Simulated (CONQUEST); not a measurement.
# Hf (Im-3m) in CONQUEST: a series of runs

Runs on Hf. Level: PBE. Tasks: single point.

Program: CONQUEST 1.3. These are calculated values, not measurements. Logs are shortened: lines on timing, memory, paths and dates and some standing lists are left out, and cuts for length are marked.

## 1. The structure

The structure is cubic, space group Im-3m (No. 229). The conventional cell has a = 3.610 Å, b = 3.610 Å, c = 3.610 Å, α = 90.00°, β = 90.00°, γ = 90.00°. Hf (site symmetry m-3m) has 8 Hf at 3.13 Å as nearest neighbours.

This isn't the form of Hf at room conditions, which is hcp.

## 2. Single point, PBE

Input file Conquest_input:

```
IO.Title Hf
IO.Coordinates coords.dat
IO.FractionalAtomicCoords T
IO.Iprint 2
IO.Iprint_init 1
General.NumberOfSpecies 1
General.PseudopotentialType hamann
AtomMove.TypeOfRun static
AtomMove.FullStress T
Grid.GridCutoff 120
DM.SolutionMethod diagon
Diag.MPMesh T
Diag.GammaCentred T
Diag.MPMeshX 7
Diag.MPMeshY 7
Diag.MPMeshZ 7
Diag.kT 0.00183747
minE.SCTolerance 1e-6
SC.MaxIters 100
IO.AtomChargeOutput T
%block ChemicalSpeciesLabel
1 178.490 Hf
%endblock
```

Input file coords.dat:

```
    6.8219113099     0.0000000000     0.0000000000
    0.0000000000     6.8219113099     0.0000000000
    0.0000000000     0.0000000000     6.8219113099
2
  0.0000000000   0.0000000000   0.0000000000 1 T T T
  0.5000000000   0.5000000000   0.5000000000 1 T T T
```

Potentials or basis: PseudoDojo NC PBE, SZP, grid cutoff 120 Ha.

Started as:

```
OMP_NUM_THREADS=1 Conquest
```

What it wrote:

```text
Simulation cell dimensions:     6.8219 a0 x     6.8219 a0 x     6.8219 a0

      Atomic coordinates (a0)
         Atom         X         Y         Z  Species
            1    0.0000    0.0000    0.0000        1
            2    3.4110    3.4110    3.4110        1

         Monkhorst-Pack mesh:   7 x   7 x   7 gamma-centred
        This calculation includes non-local pseudopotentials,
         with a maximum core radius of      8.28664387

    Job title: Hf
    Job to be run: static calculation

[... 5 lines left out ...]
      Using Fermi-Dirac smearing

    Integration grid size:     36 x   36 x   36

    Integration grid spacing:  0.189 a0 x 0.189 a0 x 0.189 a0

    Number of species:  1
    --------------------------------------------------------
    |   #  mass (au)  Charge (e)  SF Rad (a0)  NSF  Label  |
    --------------------------------------------------------
    |   1    178.490      12.000        8.527   13  Hf     |
    --------------------------------------------------------
          SCF tolerance:                 0.00000100
          SCF iterations:               100

    The functional used will be GGA PBE96

           radial cut-off to be used is taken to be max PAO cut-off radius for this species:    8.286644

           greatest ang. mom. for making density from PAOs:  2
    Minimum blocs/proc is      729. Maximum blocs/proc is      729
    set_atom_dens: In set_atomic_density, electrons :      24.000000000000
 matrix_size & matrix_size_padH =           26          26

    Screened ion int: energy:     -74.882643060635 Ha

    new_SC_potl: Starting.  Tolerance:  0.10000E-05

    PulayMixSC: Starting Pulay mixing, A_up =  0.500 A_dn =  0.500
    PulayMixSC: Spin non-polarised calculation.
          Harris-Foulkes Energy            :      -112.798052916508226 Ha
          GroundState Energy (E-(1/2)TS)   :      -112.798717689589893 Ha
          Free Energy (E-TS)               :      -112.799382462671559 Ha
          DFT Total Energy                 :      -112.785033503778436 Ha
          Total number of electrons        :        24.000000000001627
    PulayMixSC: Pulay iteration     1 residual:              0.21795E-02
          Harris-Foulkes Energy            :      -112.789474484307263 Ha
          GroundState Energy (E-(1/2)TS)   :      -112.790152216750499 Ha
          Free Energy (E-TS)               :      -112.790829949193750 Ha
          DFT Total Energy                 :      -112.788034524300869 Ha
          Total number of electrons        :        24.000043332409650
    PulayMixSC: Pulay iteration     2 residual:              0.82993E-03
          Harris-Foulkes Energy            :      -112.788378735190349 Ha
          GroundState Energy (E-(1/2)TS)   :      -112.789079789083203 Ha
          Free Energy (E-TS)               :      -112.789780842976057 Ha
          DFT Total Energy                 :      -112.788383013135700 Ha
          Total number of electrons        :        24.000076401331615
    PulayMixSC: Pulay iteration     3 residual:              0.16113E-03
          Harris-Foulkes Energy            :      -112.788384120113975 Ha
          GroundState Energy (E-(1/2)TS)   :      -112.789084953338929 Ha
          Free Energy (E-TS)               :      -112.789785786563883 Ha
          DFT Total Energy                 :      -112.788384063379340 Ha
          Total number of electrons        :        24.000087363313263
    PulayMixSC: Pulay iteration     4 residual:              0.87579E-05
          Harris-Foulkes Energy            :      -112.788383331760130 Ha
          GroundState Energy (E-(1/2)TS)   :      -112.789084430110904 Ha
          Free Energy (E-TS)               :      -112.789785528461678 Ha
          DFT Total Energy                 :      -112.788383328783425 Ha
          Total number of electrons        :        24.000088369201404
    PulayMixSC: Pulay iteration     5 residual:              0.21375E-05
          Harris-Foulkes Energy            :      -112.788383461606244 Ha
          GroundState Energy (E-(1/2)TS)   :      -112.789084501834068 Ha
          Free Energy (E-TS)               :      -112.789785542061907 Ha
          DFT Total Energy                 :      -112.788383461369875 Ha
          Total number of electrons        :        24.000087581134711
    PulayMixSC: Pulay iteration     6 residual:              0.32734E-06
    PulayMixSC: Reached SCF tolerance of  0.32734E-06 after      6 iterations
      | Number of electrons      =        24.000088
      |* band energy as 2Tr[K.H] =       -28.383040421752554 Ha
      |  screened ion-ion energy =       -74.882643060635345 Ha
      |  Ha correction           =         0.760930280114438 Ha
      |  XC correction           =       -10.283633339547773 Ha
      | GS Energy as E-(1/2)TS   =      -112.789084501834068 Ha
      | Free Energy as E-TS      =      -112.789785542061907 Ha
      |* Harris-Foulkes energy   =      -112.788383461606244 Ha
      |* DFT total energy        =      -112.788383461369875 Ha
      |  estimated accuracy      =        -0.000000000236369 Ha

    force: Forces on atoms (Ha/a0)
    force:  Atom   X              Y              Z
    force:     1  -0.0000000000  -0.0000000000  -0.0000000000
    force:     2   0.0000000000  -0.0000000000  -0.0000000000

    force: Maximum force :        0.00000000(Ha/a0) on atom         2 in z direction
    force: Force Residual:        0.00000000 Ha/a0
    force: Total stress:          4.54417191     0.00000000     0.00000000 GPa
                             0.00000000     4.54417191     0.00000000
                             0.00000000     0.00000000     4.54417191
    force: Average pressure:     -4.54417191 GPa

    force: Finished force
    get_E_and_F: Change in energy during last step of electronic optimisation: -0.12985E-06

    BIBLIOGRAPHY: Please consider citing the following references in the conquest.bib file

    CONQUEST:         Bowler2002pt, Miyazaki2004, Nakata2020
    Basis:            Bowler2019
    DM:               Bowler:2006xr
    Pseudopotentials: Hamann2013, Bowler2019
    XC functional:    Perdew1996
```

Wall time 23 s (1 thread of Intel Xeon Platinum 8488C (Sapphire Rapids), shared host); peak memory 0.4 GiB.

What came out:

* Free energy: -3069.1664 eV
* Pressure: -4.5 GPa
* Band gap on the k mesh: none (metal or under the smearing width)

Caveat: the atomic basis is small; the box holds several primitive cells, so bands are folded and the points are those of the box's own zone; the basis of atomic orbitals isn't converged, which shifts pressures, moduli and gaps.

## 3. Single point, PBE

Conquest_input is that of step 2.

coords.dat is that of step 2.

Potentials or basis: PseudoDojo NC PBE, SZ, grid cutoff 120 Ha.

Started as:

```
OMP_NUM_THREADS=1 Conquest
```

Run time: 13 s. Hardware: 1 thread of Intel Xeon Platinum 8488C (Sapphire Rapids), shared host; peak memory 0.31 GiB.

Results (log left out):

```yaml
Free_energy: -3068.0189 eV
Pressure: -12.0 GPa
Band_gap_on_the_k_mesh: none (metal or under the smearing width)
```

Levels at points of the mesh, in eV from the Fermi level:
```csv
k point,band 8,band 9,band 10,band 11,band 12,band 13,band 14,band 15,band 16,band 17
"(0.00, 0.00, 0.00)",-29.88,-7.49,-2.89,-2.89,1.21,1.21,1.21,3.97,3.97,6.26
```

Caveat: the atomic basis is small; the box holds several primitive cells, so bands are folded and the points are those of the box's own zone; the basis of atomic orbitals isn't converged, which shifts pressures, moduli and gaps. The run has no spin-orbit coupling, so splittings on Hf are missing.

## 4. Single point, PBE (atoms of the box moved at random, drawn with an rms of 0.05 Å)

Conquest_input is that of step 3.

Input file coords.dat:

```
    6.8219113099     0.0000000000     0.0000000000
    0.0000000000     6.8219113099     0.0000000000
    0.0000000000     0.0000000000     6.8219113099
2
  0.0010440000  -0.0036080000  -0.0084730000 1 T T T
  0.4869340000   0.4851420000   0.4891400000 1 T T T
```

Potentials or basis: PseudoDojo NC PBE, DZP, grid cutoff 120 Ha.

Started as:

```
OMP_NUM_THREADS=1 Conquest
```

What it wrote:

```text
Simulation cell dimensions:     6.8219 a0 x     6.8219 a0 x     6.8219 a0

      Atomic coordinates (a0)
         Atom         X         Y         Z  Species
            1    0.0071    6.7973    6.7641        1
            2    3.3218    3.3096    3.3369        1

         Monkhorst-Pack mesh:   7 x   7 x   7 gamma-centred
        This calculation includes non-local pseudopotentials,
         with a maximum core radius of      8.28664387

    Job title: Hf
    Job to be run: static calculation

[... 5 lines left out ...]
      Using Fermi-Dirac smearing

    Integration grid size:     36 x   36 x   36

    Integration grid spacing:  0.189 a0 x 0.189 a0 x 0.189 a0

    Number of species:  1
    --------------------------------------------------------
    |   #  mass (au)  Charge (e)  SF Rad (a0)  NSF  Label  |
    --------------------------------------------------------
    |   1    178.490      12.000        8.527   19  Hf     |
    --------------------------------------------------------
          SCF tolerance:                 0.00000100
          SCF iterations:               100

    The functional used will be GGA PBE96

           radial cut-off to be used is taken to be max PAO cut-off radius for this species:    8.286644

           greatest ang. mom. for making density from PAOs:  2
    Minimum blocs/proc is      729. Maximum blocs/proc is      729
[... 24 lines left out ...]
          DFT Total Energy                 :      -112.792336323387616 Ha
          Total number of electrons        :        24.000052642296005
[... 10 lines left out ...]
          DFT Total Energy                 :      -112.792335856734709 Ha
          Total number of electrons        :        24.000061275077037
    PulayMixSC: Pulay iteration     5 residual:              0.45989E-05
          Harris-Foulkes Energy            :      -112.792335810964403 Ha
          GroundState Energy (E-(1/2)TS)   :      -112.793021625539467 Ha
          Free Energy (E-TS)               :      -112.793707440114531 Ha
          DFT Total Energy                 :      -112.792335768904252 Ha
          Total number of electrons        :        24.000061472063408
    PulayMixSC: Pulay iteration     6 residual:              0.27012E-05
          Harris-Foulkes Energy            :      -112.792336147260983 Ha
          GroundState Energy (E-(1/2)TS)   :      -112.793021926137001 Ha
          Free Energy (E-TS)               :      -112.793707705013006 Ha
          DFT Total Energy                 :      -112.792336145019505 Ha
          Total number of electrons        :        24.000061355202117
    PulayMixSC: Pulay iteration     7 residual:              0.67611E-06
    PulayMixSC: Reached SCF tolerance of  0.67611E-06 after      7 iterations
      | Number of electrons      =        24.000061
      |* band energy as 2Tr[K.H] =       -28.385804480316356 Ha
      |  screened ion-ion energy =       -74.879907933486024 Ha
      |  Ha correction           =         0.760280032617018 Ha
      |  XC correction           =       -10.286903861866676 Ha
      | GS Energy as E-(1/2)TS   =      -112.793021926137001 Ha
      | Free Energy as E-TS      =      -112.793707705013006 Ha
      |* Harris-Foulkes energy   =      -112.792336147260983 Ha
      |* DFT total energy        =      -112.792336145019505 Ha
      |  estimated accuracy      =        -0.000000002241478 Ha

    force: Forces on atoms (Ha/a0)
    force:  Atom   X              Y              Z
    force:     1  -0.0039457077  -0.0032783425  -0.0007436769
    force:     2   0.0039609899   0.0032543228   0.0005983477

    force: Maximum force :        0.00396099(Ha/a0) on atom         2 in x direction
    force: Force Residual:        0.00517239 Ha/a0
    force: Total stress:          4.72957980    -0.23030761    -0.04853599 GPa
                            -0.23030761     4.63255987    -0.03218790
                            -0.04853599    -0.03218790     4.42080383
    force: Average pressure:     -4.59431450 GPa

    force: Finished force
    get_E_and_F: Change in energy during last step of electronic optimisation: -0.33630E-06

    BIBLIOGRAPHY: Please consider citing the following references in the conquest.bib file

    CONQUEST:         Bowler2002pt, Miyazaki2004, Nakata2020
    Basis:            Bowler2019
    DM:               Bowler:2006xr
    Pseudopotentials: Hamann2013, Bowler2019
    XC functional:    Perdew1996
```

Run time: 47 s. Hardware: 1 thread of Intel Xeon Platinum 8488C (Sapphire Rapids), shared host; peak memory 0.58 GiB.

What came out:

* Free energy: -3069.2731 eV
* Pressure: -4.6 GPa
* Largest force: 0.267 eV/Å
* Band gap on the k mesh: none (metal or under the smearing width)

Forces in eV/Å, atoms in the order of the input:
```
Hf  -0.203 -0.169 -0.038
Hf   0.204  0.167  0.031
```

Levels at points of the mesh, in eV from the Fermi level:
```tsv
k point	band 8	band 9	band 10	band 11	band 12	band 13	band 14	band 15	band 16	band 17
(0.00, 0.00, 0.00)	-30.06	-6.90	-2.41	-2.40	1.44	1.46	1.46	4.06	4.09	6.35
```

Caveat: the box holds several primitive cells, so bands are folded and the points are those of the box's own zone; the basis of atomic orbitals isn't converged, which shifts pressures, moduli and gaps. Spin-orbit coupling is left out, which matters for the levels of Hf.

## 5. Overview

```tsv
potentials or basis	cell	gap on the mesh (eV)	pressure (GPa)
PseudoDojo NC PBE, SZP, grid cutoff 120 Ha	as given	none	-4.5
PseudoDojo NC PBE, SZ, grid cutoff 120 Ha	as given	none	-12.0
PseudoDojo NC PBE, DZP, grid cutoff 120 Ha	atoms of the box moved at random, drawn with an rms of 0.05 Å	none	-4.6
```

Alike in all rows: task single point; level PBE; no spin polarisation; k mesh 7 × 7 × 7; smearing fermi-dirac 0.05 eV.

Caveats: the box holds several primitive cells, so bands are folded and the points are those of the box's own zone; the basis of atomic orbitals isn't converged, which shifts pressures, moduli and gaps; the atomic basis is small (some runs).

Absolute energies hang on the potentials; compare differences alone.
